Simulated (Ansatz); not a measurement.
# CoPdO2 (R-3m) in Ansatz: notebook, part 2 of 2

Ansatz 0.2.0. The steps go on from the part before.

## Step 4: Single point, PBEsol, collinear spin, random start

Contents of input.yaml:

```yaml
crystal:
  lattice:
    - [1.4316899074, 0.8265865534, 5.9577715763]
    - [-1.4316899074, 0.8265865534, 5.9577715763]
    - [0.0, -1.6531731068, 5.9577715763]
  atoms:
    - { symbol: Pd, position: [0.0, 0.0, 0.0] }
    - { symbol: Co, position: [0.5, 0.5, 0.5], spin: 0.4 }
    - { symbol: O, position: [0.112476, 0.112476, 0.112476] }
    - { symbol: O, position: [0.887524, 0.887524, 0.887524] }
hamiltonian:
  xc: pbesol
  pseudopotentials: { kind: paw }
magnetization:
  spin_polarized: true
kpoints:
  mp_grid: { grid: [11, 11, 11] }
scf:
  occupations: { method: fermi_dirac, width: 0.05 }
output:
  forces: true
  stress: true
  eigenvalues: true
  write_density: true
  write_potential: true
  elf: true
  volumetric_format: npy
```

Potentials or basis: Ansatz PAW.

Run with:

```sh
$ ansatz run input.yaml --threads 2 --pin off --max-ram 5632MiB --backend cpu --events-out ev --progress --plain --runs-dir out
```

The log of the run:

```text
Warning: RAYON_NUM_THREADS=2 ignored (pool sized by the plan → 2); use --threads N
basis.fft_grid_basis auto: the FFT boxes are laid along the combinations [[1, -1, 0], [0, 1, 0], [0, -1, 1]] of the cell's own vectors, 2.863, 6.183 and 2.863 Å long. The dense box has 20×45×20 points. Along the cell's own vectors, as sized, it would have 45×45×45, 5.06 times as many. Of the 12 symmetry operations that the crystal satisfies within crystal.symmetry.tolerance (time reversal apart; of a slab, those that keep its plane) the dense box along the cell's own vectors carries 12, and the one as laid loses 8 of those. basis.fft_grid_basis: typed keeps the cell's own vectors: state it where this run's energies or levels are differenced outside the engine with another run's, or held beside a run that keeps those vectors. Those combinations have planes normal to reciprocal vector 3, as the cell's own vectors have. Each planar average written beside output.write_density, output.write_potential has a row for each plane of the box: 20. The volumetric files lie along those combinations, not along the cell's own vectors: a cube or XSF file states them, and fields.json those of NumPy files.
Engine: ansatz 0.2.0, x86_64-unknown-linux-gnu
Pseudopotentials: kind: paw
Pseudopotential: Pd, paw, valence charge 18, recommended cutoff 420 eV (normal), Pd.paw.azcp
Pseudopotential: Co, paw, valence charge 17, recommended cutoff 420 eV (normal), Co.paw.azcp
Pseudopotential: O, paw, valence charge 6, recommended cutoff 420 eV (normal), O.paw.azcp
Functional definition: PBEsol
  exchange = pbesol_x
  correlation = pbesol_c
Crystal: 4 atoms, lattice volume = 42.303 Å³
[... 65 lines left out ...]
  E_core_change = 0.561519  (= ΣΔE_core)
  E_smearing   = -0.002729  (= −TS)
  E_closure    = 0.000000  (closes the sum)
  Σ components = -13119.797521   (vs F -13119.797521, Δ=0.00e0)
--- Forces (eV/Å), atoms counted from 1 ---
  atom   1  Pd     0.00000000    -0.00000000     0.00000000
  atom   2  Co     0.00000000     0.00000000     0.00000000
  atom   3  O      0.00000000     0.00000000     0.23799857
  atom   4  O      0.00000000    -0.00000000    -0.23799857
  max |Σ_I F_I| component: 9.25e-18 eV/Å
--- Stress (GPa, compression-positive) ---
       -9.933347       0.000000       0.000000
        0.000000      -9.933347      -0.000000
        0.000000      -0.000000     -11.936555
  P = ⅓ Tr σ = -10.6011 GPa (-106.011 kbar)
--- Band table (eV; the first three rows and the last of 292) ---
  k-point 0 ↑: bands = ["-81.0254", "-70.2257", "-44.4481", "-44.4481", "-44.3877", "-36.3551", "-35.6701", "-35.6701", "-6.6808", "-4.8026", "5.6350", "8.0813", "8.0813", "9.1397", "10.2227", "11.3136", "11.3136", "11.6483", "11.6483", "12.4791", "12.4791", "12.7046", "12.7046", "13.1877", "16.1160", "16.1160", "16.8838", "20.3101", "23.1367"]
  k-point 1 ↑: bands = ["-81.0249", "-70.2241", "-44.4534", "-44.4493", "-44.3869", "-36.3531", "-35.6862", "-35.6741", "-6.5871", "-4.7967", "5.7393", "7.8538", "8.1292", "9.2903", "10.4242", "10.8443", "11.0292", "11.5813", "11.8057", "12.3691", "12.4849", "12.7929", "12.9207", "13.2193", "15.9101", "16.0435", "17.0290", "20.7203", "23.3568"]
  k-point 2 ↑: bands = ["-81.0236", "-70.2197", "-44.4676", "-44.4527", "-44.3847", "-36.3479", "-35.7292", "-35.6848", "-6.3240", "-4.7846", "6.0228", "7.4351", "8.2587", "9.2900", "10.2100", "10.5270", "10.7357", "11.4937", "12.0659", "12.2048", "12.4732", "12.9124", "13.2912", "13.3245", "15.5076", "15.8733", "17.3174", "21.7018", "23.9555"]
  k-point 145 ↓: bands = ["-81.0249", "-70.2241", "-44.4534", "-44.4493", "-44.3868", "-36.3532", "-35.6862", "-35.6741", "-6.4311", "-5.0424", "6.9170", "7.6399", "8.2338", "8.8347", "9.5102", "10.2397", "10.5403", "11.5696", "11.7991", "12.5697", "12.6359", "13.2371", "13.4253", "13.7201", "15.5880", "15.7672", "18.1507", "19.6026", "23.5319"]
```

rho_z.tsv:

```text
# z_ang	rho[e/angstrom^3]	rho_spin[e/angstrom^3]
# format = ansatz-planar-average/11
# lattice	1.431689907	0.826586553	5.957771576
# lattice	-1.431689907	0.826586553	5.957771576
# lattice	0.000000000	-1.653173107	5.957771576
# sites	4
# site	46	0.000000000	0.000000000	0.000000000
# site	27	0.000000000	0.000000000	8.936657364
# site	8	0.000000000	0.000000000	2.010318947
# site	8	0.000000000	0.000000000	15.862995781
0.000000	1.575614e0	-1.898283e-7
0.309144	1.531457e0	-1.807630e-7
0.618288	1.401719e0	-1.567302e-7
0.927432	1.200524e0	-1.199071e-7
1.236576	9.676315e-1	-6.696758e-8
1.545720	7.694995e-1	5.046487e-10
[... 12 lines left out ...]
5.564593	1.401719e0	-1.567302e-7
5.873737	1.531457e0	-1.807630e-7
```

Wall time 15 s (2 threads of Intel Xeon Platinum 8375C at 2.90GHz (Ice Lake), shared host); peak memory 0.58 GiB.

What came out:

- Free energy: -13119.7975 eV
- Pressure: -10.6 GPa
- Largest force: 0.238 eV/Å
- Band gap on the k mesh: none (metal or under the smearing width)
- Net moment: 0.00 μB per cell
- Absolute moment: 0.00 μB per cell

Forces in eV/Å, atoms in the order of the input:
```
Pd   0.000  0.000  0.000
Co   0.000  0.000  0.000
O    0.000  0.000  0.238
O    0.000  0.000 -0.238
```

Caveat: the pressure holds a Pulay correction of +0.7 GPa for the finite cutoff; semilocal functionals often make such compounds metallic where correlation or magnetic order opens a gap, which also shifts bond lengths; the PAW data sets come from PBE, with cores solved anew for the run's functional, which leaves a small shift of forces and pressure; the starting moments weren't kept.

## Step 5: Single point, PBEsol, collinear spin, ferromagnetic start

input.yaml, as its differences from that of step 4:

```diff
@@ -7,3 +7,3 @@
     - { symbol: Pd, position: [0.0, 0.0, 0.0] }
-    - { symbol: Co, position: [0.5, 0.5, 0.5], spin: 0.4 }
+    - { symbol: Co, position: [0.5, 0.5, 0.5], spin: 3.5 }
     - { symbol: O, position: [0.112476, 0.112476, 0.112476] }
@@ -23,5 +23 @@
   eigenvalues: true
-  write_density: true
-  write_potential: true
-  elf: true
-  volumetric_format: npy
```

Run with:

```sh
$ ansatz run input.yaml --threads 2 --pin off --max-ram 5632MiB --backend cpu --events-out ev --progress --plain --runs-dir out
```

It took 16 s on 2 threads of Intel Xeon Platinum 8375C at 2.90GHz (Ice Lake), shared host; peak memory 0.61 GiB.

The run converged. Its results:

```
Free energy            : -13119.7975 eV
Pressure               : -10.6 GPa
Largest force          : 0.238 eV/Å
Band gap on the k mesh : none (metal or under the smearing width)
Net moment             : 0.00 μB per cell
Absolute moment        : 0.00 μB per cell
```

Forces in eV/Å, atoms in the order of the input:
```
Pd   0.000  0.000  0.000
Co   0.000  0.000  0.000
O    0.000  0.000  0.238
O    0.000  0.000 -0.238
```

Stress tensor (GPa, compression positive):
```
 -9.93   0.00   0.00
  0.00  -9.93   0.00
  0.00   0.00 -11.94
```

Levels at points of the mesh, in eV from the Fermi level:
Spin up:
```
           k point  band 20  band 21  band 22  band 23  band 24  band 25  band 26  band 27  band 28  band 29
(0.00, 0.00, 0.00)    -1.51    -1.51    -1.28    -1.28    -0.80     2.13     2.13     2.90     6.32     9.15
```
Spin down:
| k point | band 20 | band 21 | band 22 | band 23 | band 24 | band 25 | band 26 | band 27 | band 28 | band 29 |
| --- | --- | --- | --- | --- | --- | --- | --- | --- | --- | --- |
| (0.00, 0.00, 0.00) | -1.51 | -1.51 | -1.28 | -1.28 | -0.80 | 2.13 | 2.13 | 2.90 | 6.32 | 9.15 |

Caveat: the starting moments collapsed, and a magnetic state may lie lower; the pressure holds a Pulay correction of +0.7 GPa for the finite cutoff; semilocal functionals often make such compounds metallic where correlation or magnetic order opens a gap, which also shifts bond lengths; the PAW data sets come from PBE, with cores solved anew for the run's functional, which leaves a small shift of forces and pressure; the starting moments weren't kept.
